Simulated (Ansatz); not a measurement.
BN (zincblende), relaxed with r2SCAN, was run in Ansatz under altered settings. All numbers are computed, without spin polarisation but where a row says otherwise.

```xyz
2
Lattice="0.0000 1.8048 1.8048 1.8048 0.0000 1.8048 1.8048 1.8048 0.0000" Properties=species:S:1:pos:R:3 pbc="T T T"
B     0.0000    0.0000    0.0000
N     0.9024    0.9024    0.9024
```

The base run's other keys:
```yaml
kpoints:
  mp_grid: { grid: [6, 6, 6] }
hamiltonian:
  xc: hse06
scf:
  occupations: { method: fixed }
  n_extra_bands: 4
```

It takes 11 iterations with 259 plane waves at 420 eV and 16 k points, and leaves a mean stress of -4.37 GPa. The gap over this mesh is 5.795 eV. It ran on 4 threads of Arm Neoverse N1, on a shared host.

Outcomes, with energy and stress as changes against the base:
```tsv
setting	outcome	ΔF (meV/atom)	Δ mean stress (GPa)	gap on the mesh (eV)	iterations	wall time
PBE hybrid, exx coeff 0.15, omega 0.1 1/Å	converged	–	+3.5	5.471	9	3.3 s
PBE hybrid, exx coeff 0.5, unscreened	converged	–	-8.5	8.711	15	3.6 s
PBE hybrid, exx coeff 0.4, omega 0.5 1/Å	converged	–	-3.1	5.628	12	3.6 s
scf.exx.ecutfock_ratio: 1	converged	+6.0	+0.1	5.793	11	2.8 s
scf.exx.q_mesh: [5, 5, 5]	refused	–	–	–	–	0.28 s
scf.eigensolver.kind: dense	converged	0.0	0.0	5.795	11	4.5 s
```
A dash marks a value that wasn't obtained or can't be compared. Stress is positive in compression. The base took 3.4 s.

- PBE hybrid, exx coeff 0.15, omega 0.1 1/Å. That is 15 % exact exchange, screened with ω = 0.1 1/Å, against HSE06's 25 % screened at 0.208 1/Å. The mean stress moves by +3.5 GPa and the gap on the mesh by -0.325 eV (to 5.471). Totals of different functionals aren't comparable. The program warns that on this mesh the truncation of the exchange isn't bounded, so part of the change can be an error of the mesh.
- PBE hybrid, exx coeff 0.5, unscreened. That is 50 % exact exchange, at all ranges, against HSE06's 25 % screened at 0.208 1/Å. The mean stress moves by -8.5 GPa and the gap on the mesh by +2.916 eV (to 8.711). Totals of different functionals aren't comparable.
- PBE hybrid, exx coeff 0.4, omega 0.5 1/Å. That is 40 % exact exchange, screened with ω = 0.5 1/Å, against HSE06's 25 % screened at 0.208 1/Å. The mean stress moves by -3.1 GPa and the gap on the mesh by -0.168 eV (to 5.628). Totals of different functionals aren't comparable.
- scf.exx.ecutfock_ratio: 1. The free energy moves by +6.0 meV an atom, the mean stress by +0.1 GPa and the gap on the mesh by -0.003 eV (to 5.793). The result is sensitive to this setting.
- scf.exx.q_mesh: [5, 5, 5]. The input is refused before any iteration. Error: invalid value for `scf.exx.q_mesh`: must divide elementwise kpoints.mp_grid.grid

Within 1 meV an atom, 0.1 GPa and 0.005 eV of the base stay: scf.eigensolver.kind: dense.

The stress of a hybrid is loosely converged in these runs.

The meshes of the hybrids are coarse, so their gaps aren't converged to the digits shown.
